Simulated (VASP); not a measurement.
Write the native input for VASP 6.6.1 that does the following.

```yaml
Task: single point
Functional: PBE
Potentials_or_basis: VASP PAW PBE potentials, release 64 (Se, Ti_sv)
Cutoff: 520 eV
k_mesh: 9 × 9 × 5
Occupations: fermi-dirac, width 0.05 eV
Spin: no spin polarisation
Dipole_correction: no
Further_INCAR_settings: ALGO = Fast; EDIFF = 1e-06; NBANDS = 19
```

The structure of TiSe2 lies in POSCAR:

```
TiSe2
1.0
    3.5825316519      0.0000000000      0.0000000000
   -1.7912658260      3.1025634204      0.0000000000
    0.0000000000      0.0000000000      6.0830090605
Se Ti
2 1
Direct
    0.6666666667      0.3333333333      0.7448000000
    0.3333333333      0.6666666667      0.2552000000
    0.0000000000      0.0000000000      0.0000000000
```

One way to write it, as run:

INCAR

```
SYSTEM = TiSe2
PREC     = Accurate       ! precision mode
ENCUT    = 520            ! plane-wave cutoff, eV
EDIFF    = 1E-6           ! SCF threshold, eV
ISMEAR   = -1             ! smearing method
SIGMA    = 0.05           ! smearing width, eV
LREAL    = .False.        ! projectors in reciprocal space
LASPH    = .True.         ! aspherical terms in the spheres
NELM     = 100            ! most SCF steps
ALGO     = Fast           ! electronic algorithm
ISIF     = 2              ! what is computed and relaxed
LWAVE    = .False.        ! write WAVECAR
LCHARG   = .False.        ! write CHGCAR
GGA      = PE             ! functional
NBANDS   = 19             ! bands
```

KPOINTS

```
regular mesh
0
Gamma
  9 9 5
  0 0 0
```

Potentials or basis: VASP PAW PBE potentials, release 64 (Se, Ti_sv).

Launch:

```bash
$ cat potpaw_PBE.64/Se/POTCAR potpaw_PBE.64/Ti_sv/POTCAR > POTCAR
$ mpirun -np 1 vasp_std > vasp.out
```

It gave:

| Property | Result |
| --- | --- |
| Pressure | -1.6 GPa |
| Largest force | 0.286 eV/Å |
| Band gap on the k mesh | none (metal or under the smearing width) |

Caveat: this functional lacks dispersion, which binds the layers, so the pressure and a relaxed spacing across them are unreliable.

It took 89 s on 1 thread of AMD EPYC 9R45 (Zen 5), with other jobs on the host, peak memory 0.19 GiB.
